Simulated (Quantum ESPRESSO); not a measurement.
Input of a Quantum ESPRESSO 7.5 run:

pw.in

```
&CONTROL
  calculation = 'scf'
  prefix = 'pwscf'
  outdir = './tmp'
  pseudo_dir = './pseudo'
  tprnfor = .true.
  tstress = .true.
  disk_io = 'low'
/
&SYSTEM
  ibrav = 0
  nat = 4
  ntyp = 2
  ecutwfc = 45
  ecutrho = 360
  nbnd = 37
  occupations = 'smearing'
  smearing = 'fd'
  degauss = 0.00367493
  nspin = 2
  starting_magnetization(1) = 0.2667
  starting_magnetization(2) = 0
/
&ELECTRONS
  conv_thr = 8d-10
  electron_maxstep = 120
  mixing_beta = 0.3
/
ATOMIC_SPECIES
Mn    54.9380 mn_pbesol_v1.5.uspp.F.UPF
Si    28.0850 si_pbesol_v1.uspp.F.UPF
CELL_PARAMETERS angstrom
   0.0000000000    2.8610000000    2.8610000000
   2.8610000000    0.0000000000    2.8610000000
   2.8610000000    2.8610000000    0.0000000000
ATOMIC_POSITIONS crystal
Mn     0.7500000000    0.7500000000    0.7500000000
Mn     0.2500000000    0.2500000000    0.2500000000
Mn     0.5000000000    0.5000000000    0.5000000000
Si     0.0000000000    0.0000000000    0.0000000000
K_POINTS automatic
7 7 7 0 0 0
HUBBARD {ortho-atomic}
U Mn-3d 5.0
```

nscf.in

```
&CONTROL
  calculation = 'nscf'
  prefix = 'pwscf'
  outdir = './tmp'
  pseudo_dir = './pseudo'
  disk_io = 'low'
/
&SYSTEM
  ibrav = 0
  nat = 4
  ntyp = 2
  ecutwfc = 45
  ecutrho = 360
  nbnd = 37
  occupations = 'tetrahedra_opt'
  nspin = 2
  starting_magnetization(1) = 0.2667
  starting_magnetization(2) = 0
/
&ELECTRONS
  conv_thr = 1d-08
  electron_maxstep = 120
  mixing_beta = 0.3
  startingwfc = 'random'
/
ATOMIC_SPECIES
Mn    54.9380 mn_pbesol_v1.5.uspp.F.UPF
Si    28.0850 si_pbesol_v1.uspp.F.UPF
CELL_PARAMETERS angstrom
   0.0000000000    2.8610000000    2.8610000000
   2.8610000000    0.0000000000    2.8610000000
   2.8610000000    2.8610000000    0.0000000000
ATOMIC_POSITIONS crystal
Mn     0.7500000000    0.7500000000    0.7500000000
Mn     0.2500000000    0.2500000000    0.2500000000
Mn     0.5000000000    0.5000000000    0.5000000000
Si     0.0000000000    0.0000000000    0.0000000000
K_POINTS automatic
11 11 11 0 0 0
HUBBARD {ortho-atomic}
U Mn-3d 5.0
```

The input projwfc.in:

```
&PROJWFC
  prefix = 'pwscf'
  outdir = './tmp'
  filpdos = 'p'
  Emin = 3
  Emax = 28
  DeltaE = 0.05
/
```

Potentials or basis: GBRV 1.5 PBEsol.

Launch:

```bash
$ OMP_NUM_THREADS=1 mpirun -n 2 pw.x -nk 2 -in pw.in > pw.out
$ OMP_NUM_THREADS=1 mpirun -n 2 pw.x -nk 2 -in nscf.in > nscf.out
$ OMP_NUM_THREADS=1 mpirun -n 1 projwfc.x -in projwfc.in > projwfc.out
```

(1) Estimate the Loewdin charges.

(2) Estimate the site moments.

(3) What does it give for the absolute moment?

(4) Predict the pressure.

Answers

(1) Mn -0.33, -0.04; Si +0.83 e.

(2) Mn +3.49, +3.90; Si -0.21 μB.

(3) 11.70 μB per cell.

(4) 41.7 GPa.

Caveat: a pressure of tens of GPa on the cell as given is suspect, and the run, the potentials or the cell itself is likely at fault; the U is typed as a test and isn't derived for this compound.
